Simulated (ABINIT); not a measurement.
# ZrC (Fm-3m) in ABINIT: notebook

Aim: see how the results for ZrC move with the level of theory and the settings. Levels: PBEsol, PBE. Tasks: single point.

Program: ABINIT 10.8.3 (patched build). These are calculated values, not measurements. Logs are shortened: lines on timing, memory, paths and dates and some standing lists are left out, and cuts for length are marked. The log counts tension as positive stress, the text compression.

### 1 Starting point

Symmetry: Fm-3m, No. 225, cubic system. Conventional cell: a = 4.730 Å, b = 4.730 Å, c = 4.730 Å, α = 90.00°, β = 90.00°, γ = 90.00°. Around Zr (site symmetry m-3m) lie 6 C at 2.37 Å. C (site symmetry m-3m) has 6 Zr at 2.37 Å as nearest neighbours.

### 2 Single point, PBEsol (cell relaxed)

The input, run.abi:

```
# Pseudopotentials
pp_dirpath "./"
pseudos "Zr.GGA_PBE-JTH.xml, C.GGA_PBE-JTH.xml"

# Structure
acell 3*1.0 Angstrom
rprim
     0.0000000000     2.3344339000     2.3344339000
     2.3344339000     0.0000000000     2.3344339000
     2.3344339000     2.3344339000     0.0000000000
ntypat 2
znucl 40 6
natom 2
typat 1 2
xred
     0.5000000000     0.5000000000     0.5000000000
     0.0000000000     0.0000000000     0.0000000000
chkprim 0
chksymtnons 0
tolsym 1.0e-6

# Plane-wave basis
ecut 517.016339 eV
pawecutdg 38.0
pawxcdev 0

# k points
kptopt 1
ngkpt 8 8 8
nshiftk 1
shiftk 0.0 0.0 0.0

# Exchange and correlation
ixc -116133

# Bands and occupations
nband 12
occopt 3
tsmear 0.05 eV

# SCF cycle
nstep 100
tolvrs 1.0e-9

# Output
iomode 3
prtwf 0
prteig 0
prtebands 0
enunit 1
prtden 1
prtvha 1
prtvclmb 1
prtpot 1
```

Potentials or basis: JTH PAW PBE v2.0.

Run with:

```
$ mpirun --bind-to none -np 4 abinit run.abi > log 2>&1
```

run.abo:

```text
.Version 10.8.3 of ABINIT
 Symmetries : space group Fm -3 m (#225); Bravais cF (face-center cubic)
================================================================================
 Values of the parameters that define the memory need of the present run
     intxc =       0    ionmov =       0      iscf =      17    lmnmax =      18
     lnmax =       6     mgfft =      27  mpssoang =       3    mqgrid =    3001
     natom =       2  nloc_mem =       2    nspden =       1   nspinor =       1
    nsppol =       1      nsym =      48    n1xccc =       1    ntypat =       2
    occopt =       3   xclevel =       2
       mpw =         687          nfft =       19683          nkpt =          29
Pmy_natom=         1
 PAW method is used; the additional fine FFT grid is defined by:
   mgfftf=        36    nfftf =     46656
================================================================================
================================================================================

--------------------------------------------------------------------------------
------------- Echo of variables that govern the present computation ------------
--------------------------------------------------------------------------------
 -outvars: echo values of preprocessed input variables --------
            acell      1.8897261259E+00  1.8897261259E+00  1.8897261259E+00 Bohr
              amu      9.12240000E+01  1.20110000E+01
          chkprim           0
      chksymtnons           0
             ecut      1.90000000E+01 Hartree
           enunit           1
              ixc     -116133
         kptrlatt        8    0    0      0    8    0      0    0    8
          kptrlen      4.99097545E+01
            natom           2
            nband          12
            ngfft          27      27      27
          ngfftdg          36      36      36
             nkpt          29
            nstep         100
             nsym          48
           ntypat           2
           occopt           3
        pawecutdg      3.80000000E+01 Hartree
         pawxcdev           0
        prtebands           0
           prteig           0
           prtpot           1
         prtvclmb           1
           prtvha           1
            prtwf           0
            rprim      0.0000000000E+00  2.3344339000E+00  2.3344339000E+00
                       2.3344339000E+00  0.0000000000E+00  2.3344339000E+00
                       2.3344339000E+00  2.3344339000E+00  0.0000000000E+00
          spgroup         225
           tolsym      1.00000000E-06
           tolvrs      1.00000000E-09
           tsmear      1.83746611E-03 Hartree
            typat      1  2
           useylm           1
           xangst      2.3344339000E+00  2.3344339000E+00  2.3344339000E+00
                       0.0000000000E+00  0.0000000000E+00  0.0000000000E+00
            xcart      4.4114407300E+00  4.4114407300E+00  4.4114407300E+00
                       0.0000000000E+00  0.0000000000E+00  0.0000000000E+00
             xred      5.0000000000E-01  5.0000000000E-01  5.0000000000E-01
                       0.0000000000E+00  0.0000000000E+00  0.0000000000E+00
            znucl       40.00000    6.00000

================================================================================

 chkinp: Checking input parameters for consistency.

================================================================================
== DATASET  1 ==================================================================

--- !DatasetInfo
iteration_state: {dtset: 1, }
dimensions: {natom: 2, nkpt: 29, mband: 12, nsppol: 1, nspinor: 1, nspden: 1, mpw: 687, }
cutoff_energies: {ecut:  19.0, pawecutdg:  38.0, }
electrons: {nelect:   1.60000000E+01, charge:   0.00000000E+00, occopt:   3.00000000E+00, tsmear:   1.83746611E-03, }
meta: {optdriver: 0, ionmov: 0, optcell: 0, iscf: 17, paral_kgb: 0, }
...

 Real(R)+Recip(G) space primitive vectors, cartesian coordinates (Bohr,Bohr^-1):
 R(1)=  0.0000000  4.4114407  4.4114407  G(1)= -0.1133417  0.1133417  0.1133417
 R(2)=  4.4114407  0.0000000  4.4114407  G(2)=  0.1133417 -0.1133417  0.1133417
 R(3)=  4.4114407  4.4114407  0.0000000  G(3)=  0.1133417  0.1133417 -0.1133417
 Unit cell volume ucvol=  1.7170041E+02 bohr^3
 Angles (23,13,12)=  6.00000000E+01  6.00000000E+01  6.00000000E+01 degrees

 Coarse grid specifications (used for wave-functions):

 getcut: wavevector=  0.0000  0.0000  0.0000  ngfft=  27  27  27
         ecut(hartree)=     19.000   => boxcut(ratio)=   2.12705

 Fine grid specifications (used for densities):

 getcut: wavevector=  0.0000  0.0000  0.0000  ngfft=  36  36  36
         ecut(hartree)=     38.000   => boxcut(ratio)=   2.07946

--- Pseudopotential description ------------------------------------------------
- pspini: atom type   1  psp file is ./Zr.GGA_PBE-JTH.xml
 Pseudopotential format is: paw10
 basis_size (lnmax)=  6 (lmn_size= 18), orbitals=   0   0   1   1   2   2
 Spheres core radius: rc_sph= 2.22030268
 Shapefunction is BESSEL type: shapef(r,l)=aa(1,l)*jl(q(1,l)*r)+aa(2,l)*jl(q(2,l)*r)
 Radius for shape functions =  2.22030268
 Compensation charge density is not taken into account in XC energy/potential

- pspini: atom type   2  psp file is ./C.GGA_PBE-JTH.xml
 Pseudopotential format is: paw10
 basis_size (lnmax)=  4 (lmn_size=  8), orbitals=   0   0   1   1
 Spheres core radius: rc_sph= 1.50736703
 Shapefunction is SIN type: shapef(r)=[sin(pi*r/rshp)/(pi*r/rshp)]**2
 Radius for shape functions =  1.30052589
 Compensation charge density is not taken into account in XC energy/potential

   3.19578956E+02                                ecore*ucvol(ha*bohr**3)
--------------------------------------------------------------------------------

================================================================================

--- !BeginCycle
iteration_state: {dtset: 1, }
solver: {iscf: 17, nstep: 100, nline: 4, wfoptalg: 10, }
tolerances: {tolvrs: 1.00E-09, }
...

     iter   Etot(hartree)      deltaE(h)  residm     nres2
 ETOT  1  -53.300711712370    -5.330E+01 3.428E-01 2.859E+01
 ETOT  2  -53.325724450248    -2.501E-02 1.979E-02 1.112E+01
 ETOT  3  -53.299432417499     2.629E-02 2.519E-03 4.773E-01
 ETOT  4  -53.299388976435     4.344E-05 5.620E-04 1.843E-02
 ETOT  5  -53.299331956691     5.702E-05 2.128E-04 6.296E-04
 ETOT  6  -53.299332750739    -7.940E-07 5.538E-04 3.245E-05
 ETOT  7  -53.299332755406    -4.666E-09 7.425E-05 5.030E-06
 ETOT  8  -53.299332751142     4.264E-09 4.371E-04 1.478E-07
 ETOT  9  -53.299332751011     1.308E-10 6.319E-05 3.730E-08
 ETOT 10  -53.299332750952     5.868E-11 2.957E-04 1.013E-10

 At SCF step   10       nres2   =  1.01E-10 < tolvrs=  1.00E-09 =>converged.

 Cartesian components of stress tensor (hartree/bohr^3)
  sigma(1 1)=  4.11742241E-06  sigma(3 2)=  0.00000000E+00
  sigma(2 2)=  4.11742241E-06  sigma(3 1)=  0.00000000E+00
  sigma(3 3)=  4.11742241E-06  sigma(2 1)=  0.00000000E+00

--- !ResultsGS
iteration_state: {dtset: 1, }
comment   : Summary of ground state results
lattice_vectors:
- [  0.0000000,   4.4114407,   4.4114407, ]
- [  4.4114407,   0.0000000,   4.4114407, ]
- [  4.4114407,   4.4114407,   0.0000000, ]
lattice_lengths: [   6.23872,    6.23872,    6.23872, ]
lattice_angles: [ 60.000,  60.000,  60.000, ] # degrees, (23, 13, 12)
lattice_volume:   1.7170041E+02
convergence: {deltae:  5.868E-11, res2:  1.013E-10, residm:  2.957E-04, diffor: null, }
etotal    :  -5.32993328E+01
entropy   :   0.00000000E+00
fermie    :   4.31731906E-01
cartesian_stress_tensor: # hartree/bohr^3
- [  4.11742241E-06,   0.00000000E+00,   0.00000000E+00, ]
- [  0.00000000E+00,   4.11742241E-06,   0.00000000E+00, ]
- [  0.00000000E+00,   0.00000000E+00,   4.11742241E-06, ]
pressure_GPa:  -1.2114E-01
xred      :
- [  5.0000E-01,   5.0000E-01,   5.0000E-01, Zr]
- [  0.0000E+00,   0.0000E+00,   0.0000E+00,  C]
cartesian_forces: # hartree/bohr
- [ -0.00000000E+00,  -0.00000000E+00,  -0.00000000E+00, ]
- [ -0.00000000E+00,  -0.00000000E+00,  -0.00000000E+00, ]
force_length_stats: {min:   0.00000000E+00, max:   0.00000000E+00, mean:   0.00000000E+00, }
...

 Integrated electronic density in atomic spheres:
 ------------------------------------------------
 Atom  Sphere_radius  Integrated_density
    1        2.22030          9.07884790
    2        1.50737          2.38947133

================================================================================

 ----iterations are completed or convergence reached----

 Mean square residual over all n,k,spin=   89.715E-08; max=  29.575E-05
 reduced coordinates (array xred) for    2 atoms
       0.500000000000      0.500000000000      0.500000000000
       0.000000000000      0.000000000000      0.000000000000
 rms dE/dt=  0.0000E+00; max dE/dt=  0.0000E+00; dE/dt below (all hartree)
    1       0.000000000000      0.000000000000      0.000000000000
    2       0.000000000000      0.000000000000      0.000000000000

 cartesian coordinates (angstrom) at end:
    1      2.33443390000000     2.33443390000000     2.33443390000000
    2      0.00000000000000     0.00000000000000     0.00000000000000

 cartesian forces (hartree/bohr) at end:
    1     -0.00000000000000    -0.00000000000000    -0.00000000000000
    2     -0.00000000000000    -0.00000000000000    -0.00000000000000
 frms,max,avg= 0.0000000E+00 0.0000000E+00   0.000E+00  0.000E+00  0.000E+00 h/b

 cartesian forces (eV/Angstrom) at end:
    1     -0.00000000000000    -0.00000000000000    -0.00000000000000
    2     -0.00000000000000    -0.00000000000000    -0.00000000000000
 frms,max,avg= 0.0000000E+00 0.0000000E+00   0.000E+00  0.000E+00  0.000E+00 e/A
 length scales=  1.889726125908  1.889726125908  1.889726125908 bohr
              =  1.000000000000  1.000000000000  1.000000000000 angstroms
 Fermi (or HOMO) energy (eV) =  11.74802   Average Vxc (eV)= -12.46378
 Eigenvalues (   eV  ) for nkpt=  29  k points:
 kpt#   1, nband= 12, wtk=  0.00195, kpt=  0.0000  0.0000  0.0000 (reduced coord)
 -36.11860  -13.84260  -13.84260  -13.84260    0.43577   12.75295   12.75295   12.75295
  12.85663   12.85663   12.85663   14.65351
 prteigrs : prtvol=0 or 1, do not print more k-points.

--- !EnergyTerms
iteration_state     : {dtset: 1, }
comment             : Components of total free energy in Hartree
kinetic             :  1.54293479878741E+01
hartree             :  6.82930600588585E+00
xc                  : -8.88187650234973E+00
Ewald energy        : -4.75010512493587E+01
psp_core            :  1.86125909172873E+00
local_psp           : -3.27827541945989E+01
PAW spherical_terms :  1.17465483965680E+01
internal            : -5.32992204642506E+01
'-kT*entropy'       : -1.05162351184121E-04
total_energy        : -5.32993256266018E+01
total_energy_eV     : -1.45034853627577E+03
...

--- !EnergyTermsDC
iteration_state     : {dtset: 1, }
comment             : '"Double-counting" decomposition of free energy'
band_energy         : -3.56012007827213E+00
Ewald energy        : -4.75010512493587E+01
psp_core            :  1.86125909172873E+00
xc_dc               : -5.78436466429946E+00
PAW spherical_terms :  1.68504931160044E+00
internal            : -5.32992275886011E+01
'-kT*entropy'       : -1.05162351184121E-04
total_energy_dc     : -5.32993327509523E+01
total_energy_dc_eV  : -1.45034873013923E+03
...

--- !EnergyTermsWithPAWCore
iteration_state     : {dtset: 1, }
comment             : 'Components of total free energy, including PAW core contributions'
Total energy        : -3.63479030409695E+03
Total energy DC     : -3.63479031122130E+03
Total energy (eV)   : -9.89076828879289E+04
Total energy DC (eV): -9.89076830817923E+04
...

 Cartesian components of stress tensor (hartree/bohr^3)
  sigma(1 1)=  4.11742241E-06  sigma(3 2)=  0.00000000E+00
  sigma(2 2)=  4.11742241E-06  sigma(3 1)=  0.00000000E+00
  sigma(3 3)=  4.11742241E-06  sigma(2 1)=  0.00000000E+00

-Cartesian components of stress tensor (GPa)         [Pressure= -1.2114E-01 GPa]
- sigma(1 1)=  1.21138750E-01  sigma(3 2)=  0.00000000E+00
- sigma(2 2)=  1.21138750E-01  sigma(3 1)=  0.00000000E+00
- sigma(3 3)=  1.21138750E-01  sigma(2 1)=  0.00000000E+00

== END DATASET(S) ==============================================================
================================================================================

 -outvars: echo values of variables after computation  --------
            acell      1.8897261259E+00  1.8897261259E+00  1.8897261259E+00 Bohr
           etotal     -5.3299332751E+01
            fcart     -0.0000000000E+00 -0.0000000000E+00 -0.0000000000E+00
                      -0.0000000000E+00 -0.0000000000E+00 -0.0000000000E+00
            rprim      0.0000000000E+00  2.3344339000E+00  2.3344339000E+00
                       2.3344339000E+00  0.0000000000E+00  2.3344339000E+00
                       2.3344339000E+00  2.3344339000E+00  0.0000000000E+00
           strten      4.1174224131E-06  4.1174224131E-06  4.1174224131E-06
                       0.0000000000E+00  0.0000000000E+00  0.0000000000E+00
           xangst      2.3344339000E+00  2.3344339000E+00  2.3344339000E+00
                       0.0000000000E+00  0.0000000000E+00  0.0000000000E+00
             xred      5.0000000000E-01  5.0000000000E-01  5.0000000000E-01
                       0.0000000000E+00  0.0000000000E+00  0.0000000000E+00
 Calculation completed.
```

It took 5.4 s on 4 MPI ranks of Arm Neoverse V2, shared host; peak memory 0.36 GiB.

What came out:

| Property | Result |
| --- | --- |
| Free energy | -1450.3487 eV |
| Pressure | -0.1 GPa |
| Band gap on the k mesh | none (metal or under the smearing width) |
| Valence electrons inside the program's atomic spheres | Zr 9.08; C 2.39 |

Levels at points of the mesh, in eV from the Fermi level:
| k point | band 6 | band 7 | band 8 | band 9 | band 10 | band 11 |
| --- | --- | --- | --- | --- | --- | --- |
| (0.00, 0.00, 0.00) | 1.00 | 1.00 | 1.00 | 1.11 | 1.11 | 1.11 |
| (0.50, 0.00, 0.00) | -5.37 | -2.96 | -2.96 | 4.65 | 4.65 | 5.51 |
| (0.50, 0.50, 0.00) | -1.98 | -1.84 | 0.14 | 0.14 | 4.61 | 5.87 |

Caveat: the PAW data sets were made with another functional, which shifts forces and pressure a little.

### 3 Single point, PBE

The input, run.abi:

```
pp_dirpath "./"
pseudos "Zr.upf, C.upf"

acell 3*1.0 Angstrom
rprim
     0.0000000000     2.3650000000     2.3650000000
     2.3650000000     0.0000000000     2.3650000000
     2.3650000000     2.3650000000     0.0000000000
ntypat 2
znucl 40 6
natom 2
typat 1 2
xred
     0.5000000000     0.5000000000     0.5000000000
     0.0000000000     0.0000000000     0.0000000000

ecut 843.552974 eV

kptopt 1
ngkpt 8 8 8
nshiftk 1
shiftk 0.0 0.0 0.0

ixc 11

nband 12
occopt 3
tsmear 0.05 eV

nstep 100
tolvrs 1.0e-10

iomode 3
prtwf 0
prteig 0
prtebands 0
prtden 1
prtvha 1
prtvclmb 1
prtpot 1
prtelf 1
```

Potentials or basis: PseudoDojo NC SR PBE v0.4.1 standard.

Run with:

```
$ abinit run.abi > log 2>&1
```

It took 16 s on 1 thread of Arm Neoverse V1, shared host; peak memory 0.06 GiB.

Results (log left out):

| Quantity | Value |
| --- | --- |
| Free energy | -1543.0678 eV |
| Band gap on the k mesh | none (metal or under the smearing width) |
| Valence electrons inside the program's atomic spheres | Zr 8.35; C 3.78 |

Levels at points of the mesh, in eV from the Fermi level:
| k point | band 4 | band 5 | band 6 | band 7 | band 8 | band 9 | band 10 | band 11 | band 12 |
| --- | --- | --- | --- | --- | --- | --- | --- | --- | --- |
| (0.00, 0.00, 0.00) | -25.87 | -11.21 | 0.98 | 0.98 | 0.98 | 1.13 | 1.13 | 1.13 | 2.80 |
| (0.50, 0.00, 0.00) | -25.95 | -8.23 | -5.19 | -2.83 | -2.83 | 4.44 | 4.44 | 5.25 | 6.52 |
| (0.50, 0.50, 0.00) | -26.14 | -10.03 | -2.05 | -1.66 | 0.09 | 0.09 | 4.40 | 5.56 | 5.56 |

Caveat: the cutoff is too short for stress, so the log's stress isn't used.

### 4 Single point, PBE

The input, run.abi:

```
# Pseudopotentials
pp_dirpath "./"
pseudos "Zr.upf, C.upf"

# Structure
acell 3*1.0
rprim
     0.0000000000     4.4692022847     4.4692022847
     4.4692022847     0.0000000000     4.4692022847
     4.4692022847     4.4692022847     0.0000000000
ntypat 2
znucl 40 6
natom 2
typat 1 2
xred
     0.5000000000     0.5000000000     0.5000000000
     0.0000000000     0.0000000000     0.0000000000

# Plane-wave basis
ecut 31.0

# k points
kptopt 1
ngkpt 8 8 8
nshiftk 1
shiftk 0.0 0.0 0.0

# Exchange and correlation
ixc 11

# Bands and occupations
nband 12
occopt 3
tsmear 0.05 eV

# SCF cycle
nstep 100
tolvrs 1.0e-10

# Output
iomode 3
prtwf 0
prtden 0
prteig 0
prtebands 0
enunit 2
```

Run with:

```
$ mpirun --bind-to none -np 4 abinit run.abi > log 2>&1
```

It took 6 s on 4 MPI ranks of Arm Neoverse V1, shared host; peak memory 0.24 GiB.

Results (log left out):

```
Free energy                                           : -1543.0678 eV
Band gap on the k mesh                                : none (metal or under the smearing width)
Valence electrons inside the program's atomic spheres : Zr 8.35; C 3.78
```

Levels at points of the mesh, in eV from the Fermi level:
```tsv
k point	band 4	band 5	band 6	band 7	band 8	band 9	band 10	band 11	band 12
(0.00, 0.00, 0.00)	-25.87	-11.21	0.98	0.98	0.98	1.13	1.13	1.13	2.80
(0.50, 0.00, 0.00)	-25.95	-8.23	-5.19	-2.83	-2.83	4.44	4.44	5.25	6.52
(0.50, 0.50, 0.00)	-26.14	-10.03	-2.05	-1.66	0.09	0.09	4.40	5.56	5.56
```

Caveat: the cutoff is too short for stress, so the log's stress isn't used.
